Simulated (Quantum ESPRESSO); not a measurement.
Runs of Quantum ESPRESSO 7.5 on CoO. It takes space group F-43m (No. 216, cubic). The conventional cell has a = 4.687 Å, b = 4.687 Å, c = 4.687 Å, α = 90.00°, β = 90.00°, γ = 90.00°. Co (site symmetry -43m) has 4 O at 2.03 Å as nearest neighbours. Around O (site symmetry -43m) lie 4 Co at 2.03 Å. Measurements of this composition are mostly on another form, of space group No. 225.

| level | form of the LDA correlation | gap on the mesh (eV) | pressure (GPa) | moment (μB) |
| --- | --- | --- | --- | --- |
| PBEsol+U | - | (b) | -12.2 | 3.00 |
| PW91+U | - | 0.39 | -6.7 | 3.00 |
| LDA+U | PZ81 | 0.12 | -18.0 | 3.00 |
| revPBE+U | - | 0.49 | (a) | 3.00 |
| RPBE+U | - | 0.52 | -1.8 | 3.00 |

Alike in all rows: task single point; potentials or basis PseudoDojo 0.4 SR PBEsol stringent; spin collinear, ferromagnetic start; Co d U = 2 eV; cell as given; k mesh 7 × 7 × 7; cutoff (eV) 1415; smearing gaussian 0.05 eV.

Fill in the values left out.

(a) -2.9; (b) 0.22.

Caveats: an odd mesh through Γ misses points on the zone boundary, where band edges often lie; a cell with one magnetic atom can't hold antiferromagnetic order, which such compounds often take; the potentials were made for another functional, which shifts forces and pressure (some runs).

Runs at the PBE level aren't shown here.
